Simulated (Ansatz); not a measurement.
# Σ9 (221) boundary in fcc Au with Ag (substitutional): structure and resistance

Aim: the relaxed structure and the specific resistance of the Σ9 (221) boundary in fcc Au with Ag (substitutional).

Method: Ansatz plane-wave DFT, PBE, PAW files; relaxation of a bicrystal slab with its lowest layers held; PAW set soft_1, in the first sound run; inputs show where later runs differ, in Ansatz 0.2.0.

## (1) Starting point

The cell holds 28 atoms: 27 Au and 1 Ag. Cell: a = 2.884 Å, b = 8.651 Å, c = 30.032 Å, α = 90.0°, β = 90.0°, γ = 90.0°. It derives from Au. built on the (2 2 1) plane; 2 overlapping atoms removed and the grains opened by 0 Å. Vacuum lies along c.

## (2) Relaxing the bicrystal

The boundary is built by mirroring the lower grain in the boundary plane and removing any atoms that overlap; then the Ag is put in at the boundary. A thin bicrystal slab is relaxed first, with the lowest layers held and the upper grain free to shift and open.

Contents of input.yaml:

```yaml
crystal:
  lattice:
    - [2.8837582304, 0.0, 0.0]
    - [0.0, 8.6512746911, 0.0]
    - [0.0, 0.0, 30.0318333324]
  atoms:
    - { symbol: Au, position: [0.0, 0.6666666667, 0.1664900023] }
    - { symbol: Au, position: [0.5, 0.9444444445, 0.1891229307] }
    - { symbol: Au, position: [0.0, 0.2222222223, 0.2117558591] }
    - { symbol: Au, position: [0.5, 0.5, 0.2343887875] }
    - { symbol: Au, position: [0.0, 0.7777777778, 0.2570217158] }
    - { symbol: Au, position: [0.5, 0.0555555556, 0.2796546442] }
    - { symbol: Au, position: [0.0, 0.3333333334, 0.3022875726] }
    - { symbol: Au, position: [0.5, 0.6111111111, 0.324920501] }
    - { symbol: Au, position: [0.0, 0.8888888889, 0.3475534294] }
    - { symbol: Au, position: [0.5, 0.1666666667, 0.3701863578] }
    - { symbol: Au, position: [0.0, 0.4444444445, 0.3928192862] }
    - { symbol: Au, position: [0.5, 0.7222222222, 0.4154522146] }
    - { symbol: Ag, position: [0.0, 0.0, 0.438085143] }
    - { symbol: Au, position: [0.0, 0.4444444445, 0.4833509998] }
    - { symbol: Au, position: [0.5, 0.1666666667, 0.5059839282] }
    - { symbol: Au, position: [0.0, 0.8888888889, 0.5286168566] }
    - { symbol: Au, position: [0.5, 0.6111111111, 0.5512497849] }
    - { symbol: Au, position: [0.0, 0.3333333334, 0.5738827133] }
    - { symbol: Au, position: [0.5, 0.0555555556, 0.5965156417] }
    - { symbol: Au, position: [0.0, 0.7777777778, 0.6191485701] }
    - { symbol: Au, position: [0.5, 0.5, 0.6417814985] }
    - { symbol: Au, position: [0.0, 0.2222222223, 0.6644144269] }
    - { symbol: Au, position: [0.5, 0.9444444445, 0.6870473553] }
    - { symbol: Au, position: [0.0, 0.6666666667, 0.7096802837] }
    - { symbol: Au, position: [0.5, 0.3888888889, 0.7323132121] }
    - { symbol: Au, position: [1.0, 0.1111111112, 0.7549461405] }
    - { symbol: Au, position: [0.5, 0.8333333334, 0.7775790689] }
    - { symbol: Au, position: [0.0, 0.5555555556, 0.8002119973] }
kpoints:
  mp_grid: { grid: [8, 3, 1] }
hamiltonian:
  xc: pbe
  pseudopotentials: { kind: paw, azcp: { folder: soft_1 } }
scf:
  occupations: { method: fermi_dirac, width: 0.1 }
relax:
  f_tol: 0.03
  max_steps: 80
  constraints: [{ sites: [0, 1, 2, 3, 4] }]
```

On the command line:

```console
$ ansatz run input.yaml --threads 4 --pin off --max-ram 15360MiB --backend cpu --events-out ev --progress --plain --runs-dir out
```

Numbers of over 12 decimals in the logs are rounded to 6 here.

The program printed:

```text
Engine: ansatz 0.2.0, aarch64-unknown-linux-gnu
Pseudopotentials: kind: paw
Pseudopotential: Au, paw, valence charge 19, recommended cutoff 420 eV (normal), soft_1/Au.paw.azcp
Pseudopotential: Ag, paw, valence charge 19, recommended cutoff 420 eV (normal), soft_1/Ag.paw.azcp
Functional definition: PBE
  parameter kappa = 0.804
  parameter beta = 0.066725
  exchange = pbe_x(kappa = kappa, mu = beta*pi^2/3)
  correlation = pbe_c(beta = beta)
Crystal: 28 atoms, lattice volume = 749.240 Å³
Basis set: ecut = 420 eV, 14629 PW (Γ), exchange–correlation on 40×120×432 points (8 copies of the dense FFT grid, shifted against one another)
Bands: 320, of which v1, the nominal top of the filled ones, is band 266 counted from 1 (265 counted from 0)
Symmetry: 2 space group operations
Space group: Pm (ITA 6), of the structure as read, at distance tolerance 9.1e-5 Å
k-points: 10 of 24 (time reversal used)
Non-local potential: Au, projectors of the file, l = 0: 3, l = 1: 2, l = 2: 2, l = 3: 1
Non-local potential: Ag, projectors of the file, l = 0: 3, l = 1: 2, l = 2: 2, l = 3: 1
PAW form: soft (Blöchl's): semilocal exchange-correlation on the pseudo side does not see the compensation charge
PAW one-centre angular grid: Au, 590 points (default); XC on 64 Gauss nodes
PAW one-centre angular grid: Ag, 590 points (default); XC on 64 Gauss nodes
Initial density: superposition of atomic densities (neutral atoms: chi_scale 0, normalization atom)
Initial wavefunctions: pseudopotential atomic-orbital guess
Functional: x = pbe(κ = 0.804, μ = 0.219515), c = pbe(β = 0.066725)
SCF iter   1: F=—  HF=-362676.615919 eV  |F-HF|=—  |Δ(HF+E_count)|=         —  Δρ=5.39e-2  dr2=2.74e1  ethr=3.10e-3  ⟨swp⟩=6.0  Hψ=11919  notcnv=0  defer=132
preconditioner: auto → LDOS  [metal: Δε(μ)=0.034 eV  Ē_g=9.126 eV  σ=0.100 eV  W_gap=0.08  n_scr=208 (ndim 8)  ℏωp=23.8 eV  f_vac=0.319  D(μ)=10.94/eV (n_scr^D=54)  β→1.0]
SCF iter   2: F=—  HF=-362676.277012 eV  |F-HF|=—  |Δ(HF+E_count)|=   3.39e-1  Δρ=5.51e-2  dr2=2.13e1  ethr=3.10e-3  ⟨swp⟩=3.0  Hψ=6386  notcnv=0  defer=351
SCF iter   3: F=—  HF=-362669.692445 eV  |F-HF|=—  |Δ(HF+E_count)|=    6.58e0  Δρ=5.95e-3  dr2=3.12e-1  ethr=3.10e-3  ⟨swp⟩=2.1  Hψ=5513  notcnv=0  defer=352
SCF iter   4: F=—  HF=-362669.622729 eV  |F-HF|=—  |Δ(HF+E_count)|=   6.97e-2  Δρ=2.05e-3  dr2=4.67e-2  ethr=5.86e-5  ⟨swp⟩=2.6  Hψ=6198  notcnv=0  defer=355
SCF iter   5: F=—  HF=-362669.613942 eV  |F-HF|=—  |Δ(HF+E_count)|=   8.79e-3  Δρ=6.06e-4  dr2=1.90e-3  ethr=8.78e-6  ⟨swp⟩=2.6  Hψ=5335  notcnv=0  defer=355
SCF iter   6: F=—  HF=-362669.614903 eV  |F-HF|=—  |Δ(HF+E_count)|=   9.60e-4  Δρ=1.63e-4  dr2=3.48e-4  ethr=3.58e-7  ⟨swp⟩=3.0  Hψ=5959  notcnv=0  defer=355
SCF iter   7: F=—  HF=-362669.614902 eV  |F-HF|=—  |Δ(HF+E_count)|=   3.20e-7  Δρ=5.60e-5  dr2=2.80e-5  ethr=6.53e-8  ⟨swp⟩=2.0  Hψ=4654  notcnv=0  defer=355
SCF iter   8: F=-362669.614899 eV  HF=-362669.614900 eV  |F-HF|=3.26e-7  |Δ(HF+E_count)|=   2.55e-6  Δρ=1.64e-5  dr2=2.51e-6  ethr=4.23e-9  ⟨swp⟩=4.0  Hψ=9856  notcnv=0
SCF 1 converged in 8 iterations: F = -362669.614899 eV  dr2 = 2.51e-6
  greatest PAW one-centre occupation: 1.001 electrons in one spin orbital (limit 2), on the Ag atom at site 12 (counted from 0), in its partial waves of l = 0
relax step   1: F+E_penalty+E_count = -362669.61489946 eV  Δ(F+E_penalty+E_count) = +0.000e0 eV  max|allowed force component| = 6.776e-1 eV/Å  Δτ_max = 0.0000 Å  (8 SCF iters, dr2 threshold 2.25e-5 eV, accepted)
Initial density: handed on by an earlier stage of this run
Initial wavefunctions: those handed on with the density
iter 1 solved again at ethr=6.20e-5 eV; its pass at ethr=3.10e-3 eV (dr2=3.30e-1 eV) is discarded
SCF iter   1: F=—  HF=-362670.081806 eV  |F-HF|=—  |Δ(HF+E_count)|=         —  Δρ=5.57e-3  dr2=3.04e-1  ethr=6.20e-5  ⟨swp⟩=2.0  Hψ=12349  notcnv=0  defer=354
preconditioner: auto → LDOS  [metal: Δε(μ)=0.006 eV  Ē_g=9.523 eV  σ=0.100 eV  W_gap=0.02  n_scr=208 (ndim 8)  ℏωp=23.8 eV  f_vac=0.312  D(μ)=10.58/eV (n_scr^D=54)  β→1.0]
SCF iter   2: F=—  HF=-362670.097148 eV  |F-HF|=—  |Δ(HF+E_count)|=   1.53e-2  Δρ=3.75e-3  dr2=3.24e-1  ethr=5.71e-5  ⟨swp⟩=2.2  Hψ=5274  notcnv=0  defer=354
SCF iter   3: F=—  HF=-362670.027775 eV  |F-HF|=—  |Δ(HF+E_count)|=   6.94e-2  Δρ=7.60e-4  dr2=6.62e-3  ethr=5.71e-5  ⟨swp⟩=2.0  Hψ=4820  notcnv=0  defer=354
SCF iter   4: F=—  HF=-362670.026884 eV  |F-HF|=—  |Δ(HF+E_count)|=   8.91e-4  Δρ=2.54e-4  dr2=1.01e-3  ethr=1.24e-6  ⟨swp⟩=2.7  Hψ=5506  notcnv=0  defer=354
SCF iter   5: F=—  HF=-362670.026677 eV  |F-HF|=—  |Δ(HF+E_count)|=   2.08e-4  Δρ=6.19e-5  dr2=5.12e-5  ethr=1.90e-7  ⟨swp⟩=2.7  Hψ=4824  notcnv=0  defer=354
SCF iter   6: F=-362670.026669 eV  HF=-362670.026671 eV  |F-HF|=1.80e-6  |Δ(HF+E_count)|=   6.01e-6  Δρ=1.78e-5  dr2=4.70e-6  ethr=5.39e-9  ⟨swp⟩=4.5  Hψ=10284  notcnv=0
SCF 2 converged in 6 iterations: F = -362670.026669 eV  dr2 = 4.70e-6
relax step   2: F+E_penalty+E_count = -362670.02666872 eV  Δ(F+E_penalty+E_count) = -4.118e-1 eV  max|allowed force component| = 3.847e-1 eV/Å  Δτ_max = 0.1949 Å  (6 SCF iters, dr2 threshold 2.87e-5 eV, accepted)
SCF iter   1: F=—  HF=-362670.345697 eV  |F-HF|=—  |Δ(HF+E_count)|=         —  Δρ=7.74e-3  dr2=4.30e-1  ethr=9.57e-4  ⟨swp⟩=6.0  Hψ=8454  notcnv=0  defer=352
preconditioner: auto → LDOS  [metal: Δε(μ)=0.013 eV  Ē_g=9.479 eV  σ=0.100 eV  W_gap=0.03  n_scr=208 (ndim 8)  ℏωp=23.8 eV  f_vac=0.309  D(μ)=10.41/eV (n_scr^D=54)  β→1.0]
SCF iter   2: F=—  HF=-362670.310893 eV  |F-HF|=—  |Δ(HF+E_count)|=   3.48e-2  Δρ=4.99e-3  dr2=3.27e-1  ethr=8.09e-5  ⟨swp⟩=2.5  Hψ=6313  notcnv=0  defer=353
SCF iter   3: F=—  HF=-362670.218255 eV  |F-HF|=—  |Δ(HF+E_count)|=   9.26e-2  Δρ=8.55e-4  dr2=7.47e-3  ethr=6.15e-5  ⟨swp⟩=2.1  Hψ=4887  notcnv=0  defer=353
SCF iter   4: F=—  HF=-362670.216477 eV  |F-HF|=—  |Δ(HF+E_count)|=   1.78e-3  Δρ=3.29e-4  dr2=1.79e-3  ethr=1.40e-6  ⟨swp⟩=3.0  Hψ=6291  notcnv=0  defer=353
SCF iter   5: F=—  HF=-362670.216144 eV  |F-HF|=—  |Δ(HF+E_count)|=   3.32e-4  Δρ=1.13e-4  dr2=1.63e-4  ethr=3.36e-7  ⟨swp⟩=2.1  Hψ=4376  notcnv=0  defer=353
SCF iter   6: F=—  HF=-362670.216111 eV  |F-HF|=—  |Δ(HF+E_count)|=   3.31e-5  Δρ=2.82e-5  dr2=1.40e-5  ethr=3.07e-8  ⟨swp⟩=2.1  Hψ=4632  notcnv=0  defer=353
SCF iter   7: F=-362670.216110 eV  HF=-362670.216110 eV  |F-HF|=3.93e-8  |Δ(HF+E_count)|=   1.65e-6  Δρ=7.94e-6  dr2=4.60e-7  ethr=1.74e-9  ⟨swp⟩=4.8  Hψ=10029  notcnv=0
SCF 3 converged in 7 iterations: F = -362670.216110 eV  dr2 = 4.60e-7
relax step   3: F+E_penalty+E_count = -362670.21610968 eV  Δ(F+E_penalty+E_count) = -1.894e-1 eV  max|allowed force component| = 2.054e-1 eV/Å  Δτ_max = 0.2000 Å  (7 SCF iters, dr2 threshold 9.25e-6 eV, accepted)
[... from here on, the SCF cycles and remarks between the steps are left out ...]
relax step   4: F+E_penalty+E_count = -362670.31920748 eV  Δ(F+E_penalty+E_count) = -1.031e-1 eV  max|allowed force component| = 6.436e-2 eV/Å  Δτ_max = 0.2000 Å  (7 SCF iters, dr2 threshold 1.20e-5 eV, accepted)
relax step   5: F+E_penalty+E_count = -362670.36620147 eV  Δ(F+E_penalty+E_count) = -4.699e-2 eV  max|allowed force component| = 5.165e-2 eV/Å  Δτ_max = 0.2000 Å  (8 SCF iters, accepted)
relax step   6: F+E_penalty+E_count = -362670.39232783 eV  Δ(F+E_penalty+E_count) = -2.613e-2 eV  max|allowed force component| = 5.570e-2 eV/Å  Δτ_max = 0.1949 Å  (8 SCF iters, accepted)
relax step   7: F+E_penalty+E_count = -362670.40263358 eV  Δ(F+E_penalty+E_count) = -1.031e-2 eV  max|allowed force component| = 3.167e-2 eV/Å  Δτ_max = 0.1595 Å  (7 SCF iters, dr2 threshold 2.00e-6 eV, accepted)
relax step   8: F+E_penalty+E_count = -362670.40794312 eV  Δ(F+E_penalty+E_count) = -5.310e-3 eV  max|allowed force component| = 4.088e-2 eV/Å  Δτ_max = 0.0982 Å  (8 SCF iters, accepted)
relax step   9: F+E_penalty+E_count = -362670.41515120 eV  Δ(F+E_penalty+E_count) = -7.208e-3 eV  max|allowed force component| = 4.628e-2 eV/Å  Δτ_max = 0.1941 Å  (8 SCF iters, accepted)
relax step  10: F+E_penalty+E_count = -362670.41493670 eV  Δ(F+E_penalty+E_count) = +2.145e-4 eV  max|allowed force component| = 9.520e-2 eV/Å  Δτ_max = 0.1112 Å  (7 SCF iters, dr2 threshold 2.14e-6 eV, rejected (line search))
relax step  11: F+E_penalty+E_count = -362670.41677086 eV  Δ(F+E_penalty+E_count) = -1.620e-3 eV  max|allowed force component| = 1.420e-2 eV/Å  Δτ_max = 0.0542 Å  (8 SCF iters, accepted)
SCF iter   1: F=—  HF=-362670.420773 eV  |F-HF|=—  |Δ(HF+E_count)|=         —  Δρ=1.38e-3  dr2=1.23e-2  ethr=2.52e-5  ⟨swp⟩=3.0  Hψ=6047  notcnv=0  defer=353
preconditioner: auto → LDOS  [metal: Δε(μ)=0.026 eV  Ē_g=9.339 eV  σ=0.100 eV  W_gap=0.06  n_scr=208 (ndim 8)  ℏωp=23.8 eV  f_vac=0.293  D(μ)=9.59/eV (n_scr^D=50)  β→1.0]
SCF iter   2: F=—  HF=-362670.418935 eV  |F-HF|=—  |Δ(HF+E_count)|=   1.84e-3  Δρ=7.45e-4  dr2=7.10e-3  ethr=2.32e-6  ⟨swp⟩=2.7  Hψ=6306  notcnv=0  defer=353
SCF iter   3: F=—  HF=-362670.416985 eV  |F-HF|=—  |Δ(HF+E_count)|=   1.95e-3  Δρ=1.51e-4  dr2=4.63e-4  ethr=1.33e-6  ⟨swp⟩=2.0  Hψ=5153  notcnv=0  defer=353
SCF iter   4: F=—  HF=-362670.416926 eV  |F-HF|=—  |Δ(HF+E_count)|=   5.89e-5  Δρ=5.04e-5  dr2=6.47e-5  ethr=8.69e-8  ⟨swp⟩=3.0  Hψ=5964  notcnv=0  defer=353
SCF iter   5: F=—  HF=-362670.416927 eV  |F-HF|=—  |Δ(HF+E_count)|=   1.36e-6  Δρ=1.88e-5  dr2=3.88e-6  ethr=1.22e-8  ⟨swp⟩=2.0  Hψ=4539  notcnv=0  defer=353
SCF iter   6: F=—  HF=-362670.416926 eV  |F-HF|=—  |Δ(HF+E_count)|=   9.56e-7  Δρ=4.03e-6  dr2=1.81e-7  ethr=7.28e-10  ⟨swp⟩=2.3  Hψ=4853  notcnv=0  defer=353
SCF iter   7: F=-362670.416926 eV  HF=-362670.416926 eV  |F-HF|=1.83e-8  |Δ(HF+E_count)|=   3.39e-8  Δρ=1.39e-6  dr2=3.37e-8  ethr=1.88e-11  ⟨swp⟩=5.0  Hψ=11257  notcnv=0
SCF 12 converged in 7 iterations: F = -362670.416926 eV  dr2 = 3.37e-8
relax step  12: F+E_penalty+E_count = -362670.41692604 eV  Δ(F+E_penalty+E_count) = -1.552e-4 eV  max|allowed force component| = 1.297e-2 eV/Å  Δτ_max = 0.0368 Å  (7 SCF iters, accepted)
SCF converged after 7 iterations
Free energy (F): -362670.416926 eV
Harris-Foulkes:  -362670.416926 eV  (|F-HF|=1.83e-8)
Internal energy: -362670.108519 eV  (E = F + TS)
E sigma→0 (E₀):  -362670.262723 eV
Entropy (-TS):   -0.308407 eV (-11.015 meV/atom)
Fermi energy:    11.074713 eV
--- Per-component energies (eV) ---
  E_band       = -10675.332120
  E_kinetic    = 16053.636352
  E_local      = -539519.766854  (includes V_loc(G=0)·N_el)
  E_nonlocal   = 2679.590325
  E_hartree    = 264277.350567
  E_xc         = -5957.192819
  E_vxc        = -7239.762576  (∫ρ·V_xc dr)
  E_paw        = -266711.725352  (= ΣΔE_a)
  E_vpaw       = -11203.796860  (= ΣTr[D̂ρ^β])
  E_aug_tail   = 0.045102  (compensation charges beyond the density's cutoff)
  E_ewald      = 166507.954159
  E_smearing   = -0.308407  (= −TS)
  E_closure    = -0.000000  (closes the sum)
  Σ components = -362670.416926   (vs F -362670.416926, Δ=0.00e0)
--- Forces (eV/Å), atoms counted from 1 ---
  atom   1  Au     0.00000000     0.11247286    -0.02757367
  atom   2  Au     0.00000000     0.36614747    -0.29687526
  atom   3  Au    -0.00000000    -0.17058481     0.00480932
  atom   4  Au    -0.00000000    -0.45121091    -0.26829159
  atom   5  Au     0.00000000     0.14640013     0.57786463
  atom   6  Au     0.00000000     0.00304662     0.00349229
  atom   7  Au    -0.00000000    -0.00371831     0.00764007
  atom   8  Au    -0.00000000    -0.00517384     0.00169949
  atom   9  Au     0.00000000     0.00757622     0.00426813
  atom  10  Au     0.00000000     0.00005254    -0.00171072
  atom  11  Au    -0.00000000    -0.01017705    -0.00865903
  atom  12  Au     0.00000000     0.00907068     0.00061918
  atom  13  Ag    -0.00000000    -0.00231103    -0.00449908
  atom  14  Au    -0.00000000    -0.00065389     0.01297103
  atom  15  Au     0.00000000     0.00457437    -0.00374247
  atom  16  Au    -0.00000000    -0.00974485    -0.00285019
  atom  17  Au     0.00000000    -0.00387186     0.00108793
  atom  18  Au     0.00000000     0.01065716    -0.00265868
  atom  19  Au    -0.00000000     0.00263531     0.00443004
  atom  20  Au    -0.00000000    -0.00779745     0.00000031
  atom  21  Au     0.00000000     0.00268495    -0.01028452
  atom  22  Au    -0.00000000    -0.00185415    -0.00431373
  atom  23  Au    -0.00000000    -0.00299947     0.00147285
  atom  24  Au     0.00000000     0.00640928    -0.00411417
  atom  25  Au    -0.00000000    -0.00243534     0.00500514
  atom  26  Au    -0.00000000    -0.00337900     0.00462891
  atom  27  Au     0.00000000     0.00208007     0.00119742
  atom  28  Au     0.00000000     0.00192241     0.00442903
  max |Σ_I F_I| component: 1.82e-4 eV/Å
--- Relaxed structure (12 steps of the walk, 11 accepted, 0 SCFs on fresh bases) ---
  F+E_penalty+E_count = -362670.41692604 eV   max|allowed force component| = 1.297e-2 eV/Å
  atoms:
    - { symbol: Au, position: [0.0, 0.666667, 0.1664900023] }
    - { symbol: Au, position: [0.5, 0.944444, 0.189123] }
    - { symbol: Au, position: [0.0, 0.222222, 0.211756] }
    - { symbol: Au, position: [0.5, 0.500000, 0.2343887875] }
    - { symbol: Au, position: [0.0, 0.777778, 0.257022] }
    - { symbol: Au, position: [0.5, 0.054881, 0.285770] }
    - { symbol: Au, position: [3.086273591003114e-18, 0.342600, 0.306785] }
    - { symbol: Au, position: [0.5, 0.627233, 0.328861] }
    - { symbol: Au, position: [3.800053118742891e-18, 0.900298, 0.358655] }
    - { symbol: Au, position: [0.5, 0.182922, 0.379578] }
    - { symbol: Au, position: [4.593736640069641e-18, 0.458237, 0.399919] }
    - { symbol: Au, position: [0.5, 0.736936, 0.429564] }
    - { symbol: Ag, position: [7.980267207384165e-18, 0.023960, 0.450200] }
    - { symbol: Au, position: [3.042899712880105e-17, 0.535804, 0.489882] }
    - { symbol: Au, position: [0.5, 0.247045, 0.505725] }
    - { symbol: Au, position: [3.24553872419084e-17, 0.986333, 0.542531] }
    - { symbol: Au, position: [0.5, 0.704315, 0.558960] }
    - { symbol: Au, position: [2.635677629713364e-17, 0.412467, 0.579224] }
    - { symbol: Au, position: [0.5, 0.148355, 0.614623] }
    - { symbol: Au, position: [2.673223575074763e-17, 0.858039, 0.632899] }
    - { symbol: Au, position: [0.5, 0.564673, 0.651449] }
    - { symbol: Au, position: [2.595933754131767e-17, 0.300163, 0.685865] }
    - { symbol: Au, position: [0.5, 1.011020, 0.706909] }
    - { symbol: Au, position: [1.9241087715305897e-17, 0.724436, 0.721943] }
    - { symbol: Au, position: [0.5, 0.454283, 0.758790] }
    - { symbol: Au, position: [1.0, 0.183171, 0.780125] }
    - { symbol: Au, position: [0.5, 0.927068, 0.807725] }
    - { symbol: Au, position: [3.3104414247431415e-17, 0.654948, 0.816014] }
```

The job ended after 17 min (4 threads of Arm Neoverse V1, shared host; peak memory 4.8 GiB).

The steps of the relaxation:

```
step  energy less that of the first step (eV)  largest force component (eV/Å)
   1                                   0.0000                          0.6776
   2                                  -0.4118                          0.3847
   3                                  -0.6012                          0.2054
   4                                  -0.7043                          0.0644
   5                                  -0.7513                          0.0517
   6                                  -0.7774                          0.0557
   7                                  -0.7877                          0.0317
   8                                  -0.7930                          0.0409
   9                                  -0.8003                          0.0463
  10                                  -0.8000                          0.0952
  11                                  -0.8019                          0.0142
  12                                  -0.8020                          0.0130
```

Relaxation step 10 was tried and not accepted.

Forces are held to the 2 operations that the run works with; a distortion that breaks them can't arise in this run.

The atoms that moved most (Å):

```
atom     dx     dy     dz  length
Au27  0.000  0.811  0.905   1.215
Au28  0.000  0.860  0.475   0.982
Au26  0.000  0.623  0.756   0.980
Au25  0.000  0.566  0.795   0.976
Au19  0.000  0.803  0.544   0.970
Au16  0.000  0.843  0.418   0.941
Au22  0.000  0.674  0.644   0.933
Au17  0.000  0.806  0.232   0.839
```

Numbers from this step:

```
free energy             : -362670.4169 eV
energy at zero smearing : -362670.2627 eV
Fermi energy            : 11.07 eV
```

The largest force component on a free atom ends at 0.013 eV/Å, under the tolerance of 0.03, after 12 steps.

(Part 1 of 2 ends here.)

[Logs are printed without paths, hosts, clocks, repeated set-up lines and the standing remarks that a program may print on its own settings, such as how far it seeks lower states.]

[Hosts, paths, dates, database ids (printed as entryN), source tags and the programs' standing remarks are cut or masked in the printed files.]
